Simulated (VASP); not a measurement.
The system is ZrS2.

```
CELL_PARAMETERS angstrom
3.69138 0.00000 0.00000
-1.84569 3.19683 0.00000
0.00000 0.00000 6.04108
ATOMIC_POSITIONS crystal
Zr 0.00000 0.00000 0.00000
S 0.66667 0.33333 0.76209
S 0.33333 0.66667 0.23791
```

The cell is a database's computed one.

* Program: VASP 6.6.1
* Task: relaxation of cell and atoms
* Functional: PBEsol
* Potentials or basis: VASP PAW PBE potentials, release 64 (Zr_sv, S)
* Cutoff: 600 eV
* k mesh: 9 × 9 × 5
* Occupations: gaussian, width 0.03 eV
* Spin: no spin polarisation

At the start: pressure -2.5 GPa; volume 23.76 Å³/atom.

Problem. Where does the relaxation end?

Solution. Over 19 steps the energy falls by 7.9 meV/atom and the volume is 22.39 Å³/atom (-5.8 %); space group P-3m1 (No. 164, to 0.05 Å).

The path:
| step | energy change (eV) | largest force (eV/Å) | pressure (GPa) | volume (Å³) |
| --- | --- | --- | --- | --- |
| 1 | 0.0000 | 0.1350 | -2.45 | 71.29 |
| 2 | 0.0029 | 0.5379 | 3.11 | 67.60 |
| 3 | -0.0164 | 0.1758 | 0.07 | 69.48 |
| 4 | -0.0200 | 0.0927 | -0.01 | 69.32 |
| 5 | -0.0208 | 0.0380 | -0.07 | 69.21 |
| 6 | -0.0208 | 0.0289 | -0.08 | 69.19 |
| 7 | -0.0211 | 0.0349 | -0.02 | 69.06 |
| 8 | -0.0216 | 0.0527 | 0.15 | 68.68 |
| 9 | -0.0221 | 0.0887 | 0.51 | 67.93 |
| 10 | -0.0221 | 0.0879 | 0.50 | 67.92 |
| 11 | -0.0223 | 0.0836 | 0.49 | 67.88 |
| 12 | -0.0225 | 0.0759 | 0.45 | 67.80 |
| 13 | -0.0230 | 0.0610 | 0.38 | 67.64 |
| 14 | -0.0236 | 0.0299 | 0.23 | 67.32 |
| 15 | -0.0235 | 0.0308 | -0.05 | 66.68 |
| 16 | -0.0238 | 0.0020 | 0.10 | 67.01 |
| 17 | -0.0238 | 0.0005 | 0.08 | 66.99 |
| 18 | -0.0238 | 0.0023 | 0.09 | 67.03 |
| 19 | -0.0238 | 0.0061 | 0.00 | 67.17 |

Final structure:
```
CELL_PARAMETERS angstrom
3.62739 0.00000 0.00000
-1.81369 3.14141 0.00000
0.00000 0.00000 5.89431
ATOMIC_POSITIONS crystal
Zr 0.00000 0.00000 0.00000
S 0.66667 0.33333 0.75315
S 0.33333 0.66667 0.24685
```

Caveat: the PAW data sets were made with another functional, which shifts forces and pressure a little; this functional lacks dispersion, which binds the layers, so the pressure and a relaxed spacing across them are unreliable.
